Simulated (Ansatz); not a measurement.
The system is W.

```xyz
8
Lattice="5.0830 0.0000 0.0000 0.0000 5.0830 0.0000 0.0000 0.0000 5.0830" Properties=species:S:1:pos:R:3 pbc="T T T"
W     2.5415    1.2708    0.0000
W     2.5415    3.8123    0.0000
W     3.8123    0.0000    2.5415
W     1.2708    0.0000    2.5415
W     0.0000    2.5415    3.8123
W     0.0000    2.5415    1.2708
W     2.5415    2.5415    2.5415
W     0.0000    0.0000    0.0000
```

This isn't the form of W at room conditions, which is bcc.

* Program: Ansatz 0.2.0
* Task: relaxation of cell and atoms
* Functional: r2SCAN
* Potentials or basis: Ansatz PAW
* Cutoff: 500 eV (not typed: the program's choice for these potentials)
* k mesh: 5 × 5 × 5
* Occupations: fermi-dirac, width 0.05 eV
* Spin: no spin polarisation

At the start: volume 16.42 Å³/atom.

How do energy, volume and symmetry change on relaxing?

It ends after 4 steps and the volume is 16.12 Å³/atom (-1.8 %); space group Pm-3n (No. 223, to 0.05 Å).

The path:
```
step  energy change (eV)  largest force (eV/Å)  volume (Å³)
   1              0.0000                0.0000       131.33
   2             -0.0431                0.0000       129.17
   3             -0.0436                0.0000       128.94
   4             -0.0423                0.0000       128.94
```

Final structure:
```yaml
crystal:
  lattice:
    - [5.05194, 0.00000, 0.00000]
    - [0.00000, 5.05194, 0.00000]
    - [0.00000, 0.00000, 5.05194]
  atoms:
    - { symbol: W, position: [0.50000, 0.25000, 0.00000] }
    - { symbol: W, position: [0.50000, 0.75000, 0.00000] }
    - { symbol: W, position: [0.75000, 0.00000, 0.50000] }
    - { symbol: W, position: [0.25000, 0.00000, 0.50000] }
    - { symbol: W, position: [0.00000, 0.50000, 0.75000] }
    - { symbol: W, position: [0.00000, 0.50000, 0.25000] }
    - { symbol: W, position: [0.50000, 0.50000, 0.50000] }
    - { symbol: W, position: [0.00000, 0.00000, 0.00000] }
```

Caveat: the plane-wave basis is chosen anew once the cell has moved, so the energies of steps on either side of that aren't comparable; the PAW data sets come from PBE, with cores solved anew for the run's functional, which leaves a small shift of forces and pressure.
